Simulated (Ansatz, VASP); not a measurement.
## TiO2: VASP beside Ansatz

Contents of INCAR:

```
SYSTEM = TiO2
PREC     = Accurate       ! precision mode
ENCUT    = 600            ! plane-wave cutoff, eV
EDIFF    = 1E-6           ! SCF threshold, eV
ISMEAR   = -1             ! smearing method
SIGMA    = 0.05           ! smearing width, eV
LREAL    = .False.        ! projectors in reciprocal space
LASPH    = .True.         ! aspherical terms in the spheres
NELM     = 80             ! most SCF steps
ALGO     = Normal         ! electronic algorithm
ISIF     = 3              ! what is computed and relaxed
LWAVE    = .False.        ! write WAVECAR
LCHARG   = .False.        ! write CHGCAR
GGA      = RE             ! functional
IBRION   = 2              ! ionic algorithm
NSW      = 60             ! ionic steps
EDIFFG   = -0.02          ! ionic threshold
```

File KPOINTS:

```
Automatic mesh
0
Gamma
  6 6 9
  0 0 0
```

POSCAR

```
TiO2
1.0
    4.5998373239      0.0000000000      0.0000000000
    0.0000000000      4.5998373239      0.0000000000
    0.0000000000      0.0000000000      2.9592135600
Ti O
2 4
Direct
    0.0000000000      0.0000000000      0.5000000000
    0.5000000000      0.5000000000      0.0000000000
    0.3043213200      0.3043213200      0.5000000000
    0.1956786800      0.8043213200      0.0000000000
    0.8043213200      0.1956786800      0.0000000000
    0.6956786800      0.6956786800      0.5000000000
```

File input.yaml:

```yaml
crystal:
  lattice:
    - [4.5998373239, 0.0, 0.0]
    - [0.0, 4.5998373239, 0.0]
    - [0.0, 0.0, 2.95921356]
  atoms:
    - { symbol: Ti, position: [0.0, 0.0, 0.5] }
    - { symbol: Ti, position: [0.5, 0.5, 0.0] }
    - { symbol: O, position: [0.30432132, 0.30432132, 0.5] }
    - { symbol: O, position: [0.19567868, 0.80432132, 0.0] }
    - { symbol: O, position: [0.80432132, 0.19567868, 0.0] }
    - { symbol: O, position: [0.69567868, 0.69567868, 0.5] }
hamiltonian:
  xc: revpbe
  pseudopotentials: { kind: paw }
kpoints:
  mp_grid: { grid: [6, 6, 9] }
scf:
  occupations: { method: fermi_dirac, width: 0.05 }
output:
  forces: true
  stress: true
  write_density: true
  write_potential: true
  elf: true
  volumetric_format: npy
relax:
  f_tol: 0.01
  max_steps: 40
  cell: { stress_tol: 0.05 }
```

The cell is a database's computed one.

Alike in both runs: task relaxation of cell and atoms; functional revPBE; k mesh 6 × 6 × 9; occupations fermi-dirac, width 0.05 eV; no spin polarisation.

```csv
,VASP,Ansatz
version,VASP 6.6.1,Ansatz 0.2.0
potentials or method,"VASP PAW PBE potentials, release 64 (Ti_sv, O)",Ansatz PAW
plane-wave cutoff (eV),600,420
valence electrons in the cell,48,48
```

Ansatz gave:

- gap on the k mesh at the Fermi level, each at its own relaxed structure (eV): 1.87
- relaxed volume (Å³/atom): 10.84
- relaxed cell length with the largest relative difference (Å): 2.975
- energy change over the relaxation (meV/atom): -10

**Question.** Estimate VASP's values.

**Answer.** gap on the k mesh at the Fermi level, each at its own relaxed structure (eV): 1.84; relaxed volume (Å³/atom): 10.85; relaxed cell length with the largest relative difference (Å): 2.977; energy change over the relaxation (meV/atom): -10.

Caveats: the PAW data sets were made with another functional, which shifts forces and pressure a little (VASP); an odd mesh through Γ misses points on the zone boundary, where band edges often lie (VASP); odd divisions of the mesh miss points on the zone boundary, where band edges often lie, so the gap on the mesh can be too wide (Ansatz); the plane-wave basis is chosen anew once the cell has moved, so the energies of steps on either side of that aren't comparable (Ansatz); the pressure holds a Pulay correction of +0.6 GPa for the finite cutoff (Ansatz); the PAW data sets come from PBE, with cores solved anew for the run's functional, which leaves a small shift of forces and pressure (Ansatz).
